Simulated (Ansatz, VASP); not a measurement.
**S: VASP and Ansatz over several settings**

```
S
1.0
     5.40900    3.12289    1.42667
    -5.40900    3.12289    1.42667
     0.00000   -6.24578    1.42667
S
6
Direct
  0.85170 0.08270 0.74910
  0.08270 0.74910 0.85170
  0.74910 0.85170 0.08270
  0.14830 0.91730 0.25090
  0.91730 0.25090 0.14830
  0.25090 0.14830 0.91730
```

This isn't the form of S at room conditions, which is orthorhombic, of S8 rings.

Single points on this cell with VASP 6.6.1 and Ansatz 0.2.0. Each row is one pair of runs. Alike in all rows: spin: off; k mesh: 7 × 7 × 7; Ansatz's potentials, cutoff: Ansatz PAW, 420 eV.

| level | smearing | VASP's potentials, cutoff | gap on the k mesh at the Fermi level (eV), VASP | gap on the k mesh at the Fermi level (eV), Ansatz | least direct gap on the mesh (eV), VASP | least direct gap on the mesh (eV), Ansatz | pressure (GPa), VASP | pressure (GPa), Ansatz |
| --- | --- | --- | --- | --- | --- | --- | --- | --- |
| PBE | fermi-dirac, width 0.05 eV | VASP PAW PBE potentials, release 64 (S), 520 eV | 2.18 | 2.13 | 2.25 | 2.21 | 2.4 | 3.0 |
| PBEsol | gaussian, width 0.02 eV | VASP PAW PBE potentials, release 64 (S), 500 eV | 2.10 | 2.05 | 2.18 | 2.13 | 0.3 | 0.7 |
| RPBE | gaussian, width 0.05 eV | VASP PAW PBE potentials, release 64 (S), 500 eV | 2.28 | 2.23 | 2.35 | 2.30 | 4.1 | 4.9 |
| PBEsol+D3(BJ) | gaussian, width 0.05 eV | VASP PAW PBE potentials, release 64 (S_GW), 550 eV | 2.05 | 2.05 | 2.13 | 2.13 | -0.6 | -0.6 |

Gap on the k mesh at the fermi level (eV): the two programs differ by at most 0.053; least direct gap on the mesh (eV): the two programs differ by at most 0.051; pressure (GPa): the two programs differ by at most 0.73.

Caveats: an odd mesh through Γ misses points on the zone boundary, where band edges often lie (VASP); the PAW data sets were made with another functional, which shifts forces and pressure a little (VASP); odd divisions of the mesh miss points on the zone boundary, where band edges often lie, so the gap on the mesh can be too wide (Ansatz); the PAW data sets come from PBE, with cores solved anew for the run's functional, which leaves a small shift of forces and pressure (Ansatz).
